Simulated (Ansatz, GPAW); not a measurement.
# Geometry or basis: what sets the conductance of 1,4-diethynylbenzene between two Ir chains, part 4 of 4

How well does 1,4-diethynylbenzene between two Ir chains conduct once its atoms have relaxed, and how much do cheaper levels lose?

GPAW 26.7.0 and Ansatz 0.2.0; Ansatz plane waves; relaxation of the junction with the lead ends held; PAW set soft_1 (the session's first sound run).

So far, transmission at the Fermi level (one spin): step 3 (plane waves, PBE) 0.659; step 5 (GPAW, szp: basis = "szp(dzp)", PBE, GPAW) 0.696; step 6 (minimal basis, PBE, GPAW) 0.631; step 7 (revPBE in the dzp basis: xc = "revPBE") 0.782; step 8 (without the relaxation: geometry = "as built", PBE, GPAW) 0.241.

**11. A varied run**

One more run, with changed settings.

This step: GPAW LCAO, PAW setups; Landauer transmission from Green's functions with principal layers (ASE), zero bias (GPAW 26.7.0).

run.py

```python
import json
import numpy as np
from ase import Atoms
from ase.transport.calculators import TransportCalculator
from gpaw import GPAW, FermiDirac
from gpaw.lcao.tools import get_lcao_hamiltonian
from scipy.linalg import eigh

# The junction with lead layers at both ends, along the third cell vector
device = Atoms(
    ['Ir', 'Ir', 'Ir', 'Ir', 'Ir', 'Ir', 'Ir', 'Ir', 'C', 'C', 'C', 'H', 'H', 'C', 'C', 'C', 'C', 'H', 'H', 'C', 'C', 'C', 'Ir', 'Ir', 'Ir', 'Ir', 'Ir', 'Ir', 'Ir', 'Ir'],
    positions=[
        [5.40510, 4.50000, 1.15000],
        [5.40510, 4.50000, 3.45000],
        [5.40510, 4.50000, 5.75000],
        [5.40510, 4.50000, 8.05000],
        [5.40510, 4.50000, 10.35000],
        [5.40510, 4.50000, 12.65000],
        [6.04299, 4.52978, 15.00374],
        [5.16391, 4.49209, 17.17454],
        [5.48288, 4.50655, 19.16428],
        [5.47911, 4.50684, 20.43841],
        [5.44543, 4.50486, 21.89248],
        [7.59554, 4.57775, 22.23678],
        [3.28191, 4.43100, 22.12875],
        [6.61861, 4.54388, 22.71941],
        [4.23299, 4.46269, 22.66063],
        [6.58295, 4.54165, 24.11955],
        [4.19764, 4.46046, 24.06084],
        [7.53412, 4.57326, 24.65121],
        [3.22087, 4.42655, 24.54370],
        [5.37065, 4.49923, 24.88804],
        [5.33689, 4.49695, 26.34206],
        [5.33195, 4.49672, 27.61625],
        [5.64947, 4.50934, 29.60619],
        [4.76879, 4.47413, 31.77643],
        [5.40510, 4.50000, 34.13063],
        [5.40510, 4.50000, 36.43063],
        [5.40510, 4.50000, 38.73063],
        [5.40510, 4.50000, 41.03063],
        [5.40510, 4.50000, 43.33063],
        [5.40510, 4.50000, 45.63063]],
    cell=[[10.81021, 0.0, 0.0], [0.0, 9.0, 0.0], [0.0, 0.0, 46.78063]],
    pbc=True)

# One principal layer of the lead: the first 5 atoms of the device
lead = Atoms(
    ['Ir', 'Ir', 'Ir', 'Ir', 'Ir'],
    positions=[
        [5.40510, 4.50000, 1.15000],
        [5.40510, 4.50000, 3.45000],
        [5.40510, 4.50000, 5.75000],
        [5.40510, 4.50000, 8.05000],
        [5.40510, 4.50000, 10.35000]],
    cell=[[10.81021, 0.0, 0.0], [0.0, 9.0, 0.0], [0.0, 0.0, 11.5]],
    pbc=True)

settings = dict(mode='lcao', basis='dzp', xc='PBE', h=0.2,
                occupations=FermiDirac(0.1), maxiter=75,
                mixer=dict(beta=0.1, nmaxold=8, weight=100.0),
                convergence=dict(density=0.0001))
energies = np.arange(-2, 2 + 1e-9, 0.025)
eta = 0.5
n1, n2 = 1, 1
# k and -k transmit alike, so half of the mesh across the current serves
mesh = [(i, j) for i in range(n1) for j in range(n2) if (i, j) <= (-i % n1, -j % n2)]
weights = np.array([1 if (i, j) == (-i % n1, -j % n2) else 2 for i, j in mesh]) / (n1 * n2)

# [... helper functions left out ...]
fermi_lead = ground_state(lead, (1, 1, 10), 'lead.txt')
fermi_device = ground_state(device, (1, 1, 2), 'device.txt')
# [... loop over the mesh left out, but for ...]
        # Shift the lead onto the potential of the device's first layer
        shift = ((H[:, 0, 0] - H0[:, 0, 0]) / S0[0, 0]).real.mean()
# [...]
kT = 8.617333e-5 * 300
bias = [0.1, 0.2, 0.5, 1.0, 1.5, 2.0]
# [... integrals and printing left out ...]
```

On the command line:

```sh
OMP_NUM_THREADS=1 OPENBLAS_NUM_THREADS=1 python run.py
```

What it wrote:

```text
basis functions: device 582, principal layer 135
Fermi level: lead -4.1340 eV, device -4.1335 eV; lead shifted by -0.0090 eV
largest coupling past the next layer 1.48e-06 eV, largest misfit of the first layer 0.108 eV
  E-E_F (eV)   T (one spin)  [channel counts left out]
    -2.000    6.2787e-05
    -1.975    6.4869e-05
    -1.950    6.6906e-05
    -1.925    6.8891e-05
    -1.900    7.0820e-05
    -1.875    7.2686e-05
    -1.850    7.4484e-05
    -1.825    7.6208e-05
    -1.800    7.7851e-05
    -1.775    7.9407e-05
    -1.750    8.0867e-05
    -1.725    8.2224e-05
    -1.700    8.3468e-05
    -1.675    8.4589e-05
    -1.650    8.5577e-05
    -1.625    8.6419e-05
[...]
1.825    2.7376e-06
     1.850    2.5163e-06
     1.875    2.3103e-06
     1.900    2.1195e-06
     1.925    1.9439e-06
     1.950    1.7834e-06
     1.975    1.6375e-06
     2.000    1.5060e-06
conductance at 300 K: 8.9784e-06 G0 a cell; thermopower -39.16 uV/K
current from the zero-bias T(E) at 0.1 V: 7.0176e-05 uA
current from the zero-bias T(E) at 0.2 V: 0.00014392 uA
current from the zero-bias T(E) at 0.5 V: 0.00041296 uA
current from the zero-bias T(E) at 1.0 V: 0.0010391 uA
current from the zero-bias T(E) at 1.5 V: 0.0017899 uA
current from the zero-bias T(E) at 2.0 V: 0.0027785 uA
```

Wall time 6 min (1 thread of Arm Neoverse V1, shared host); peak memory 1.9 GiB.

The run finished. A setting was moved off its sound value on purpose, so it serves as a test and not as the result.

The fault put into the input: a broadening of tenths of an eV (eta = 0.5).

The two runs compared:

```csv
quantity,this run,sound run,difference
conductance (G₀),8.978e-6,0.79667,-0.797
transmission at the Fermi level (one spin),8.768e-6,0.78938,-0.789
```

One result that differs is the transmission at the Fermi level (one spin), 8.8e-6 against 0.789.

**12. Results**

- conductance: 0.797 G₀
- transmission at the Fermi level, mean of the spins: 0.789

In words: In the dzp basis the junction conducts 0.797 G₀ at 300 K, with T = 0.789 a spin at the Fermi level; the szp basis reaches that conductance within 10 %. Relaxation moved atoms by up to 0.64 Å and took the conductance from 0.242 to 0.797 G₀, as a ratio a larger change than the step from dzp to the minimal basis. Plane waves (PBE) give T = 0.659 there. At the Fermi level one eigenchannel carries the current (0.79). Measured against the first run (pw-pbe), the nearest curve is that of dzp-revPBE (r.m.s. 0.072) and the farthest that of asbuilt (0.37). Over the compared runs wall time goes from 165 s (sz) to 5238 s (pw-pbe), on a shared host; the plane-wave run used 4 threads and the orbital runs 1. The leads kept an estimated spacing and the cell its length, so the junction may be under some tension or compression. The run had no spin polarisation, so a magnetic state, which chains and small molecules with open shells often have, wasn't tested. Spin-orbit coupling is left out, which matters for the heavy atoms here. Semilocal functionals put molecular levels too near the Fermi level, so such conductances usually come out too high, and chain electrodes have a sharper density of states than real ones. An evenly spaced straight chain is an idealisation: free chains tend to dimerise, zigzag or, where a band edge lies near the Fermi level, turn magnetic. The currents use the zero-bias T(E) throughout, which holds only while the bias is small against the distance to the nearest feature. The thermopower isn't quoted: it samples T(E) farther from the Fermi level than the conductance does, and the energy grid wasn't tested for it.

[Logs are printed without paths, hosts, clocks, repeated set-up lines and the standing remarks that a program may print on its own settings, such as how far it seeks lower states.]

[Hosts, paths, dates, database ids (printed as entryN), source tags and the programs' standing remarks are cut or masked in the printed files.]
